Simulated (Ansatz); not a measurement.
Density of states of In (Im-3m, a = 3.819 Å, b = 3.819 Å, c = 3.819 Å, α = 90.00°, β = 90.00°, γ = 90.00°), in states per eV and primitive cell, averaged over bins of 0.5 eV. Theory: DFT PBE, scalar-relativistic, plane waves, PAW (Ansatz).

Cutoff 420 eV; k points 16×16×16 on the computed 1-atom cell (Γ-centred); Gaussian smearing, width 0.10 eV; no spin polarisation.

The cell is relaxed at this level. The states (both spins) are summed by tetrahedra on a 24×24×24 mesh at the self-consistent density. Energies are bin centres; the table starts no lower than −8 eV and ends at 6 eV, or lower where the solved bands end.

It is a metal at this level.

| E − E_F (eV) | total | In 5p | In 5s |
| --- | --- | --- | --- |
| -7.80 | 0.19 | 0.09 | 0.10 |
| -7.30 | 0.23 | 0.11 | 0.11 |
| -6.80 | 0.25 | 0.13 | 0.12 |
| -6.30 | 0.28 | 0.15 | 0.13 |
| -5.80 | 0.31 | 0.16 | 0.15 |
| -5.30 | 0.33 | 0.17 | 0.16 |
| -4.80 | 0.37 | 0.17 | 0.19 |
| -4.30 | 0.42 | 0.17 | 0.24 |
| -3.80 | 0.49 | 0.15 | 0.33 |
| -3.30 | 0.40 | 0.11 | 0.28 |
| -2.80 | 0.31 | 0.11 | 0.20 |
| -2.30 | 0.29 | 0.19 | 0.09 |
| -1.80 | 0.36 | 0.26 | 0.09 |
| -1.30 | 0.48 | 0.36 | 0.11 |
| -0.80 | 0.53 | 0.38 | 0.13 |
| -0.30 | 0.48 | 0.33 | 0.13 |
| 0.20 | 0.50 | 0.36 | 0.13 |
| 0.70 | 0.52 | 0.39 | 0.12 |
| 1.20 | 0.57 | 0.45 | 0.11 |
| 1.70 | 0.58 | 0.46 | 0.10 |
| 2.20 | 0.57 | 0.46 | 0.09 |
| 2.70 | 0.57 | 0.46 | 0.09 |
| 3.20 | 0.57 | 0.46 | 0.08 |
| 3.70 | 0.58 | 0.46 | 0.08 |
| 4.20 | 0.59 | 0.47 | 0.07 |
| 4.70 | 0.61 | 0.49 | 0.06 |
| 5.20 | 0.64 | 0.51 | 0.06 |
| 5.70 | 0.68 | 0.51 | 0.05 |

The columns after the total are the Löwdin projections on the occupied valence shells of the potentials. The rest of the total lies in shells that are empty in the free atom, which aren't projected, and between the atoms.

This bcc form isn't the element's structure at ambient conditions.

Cost: 1 run of about 0.22 core-minutes, on Arm Neoverse V1 (shared hosts).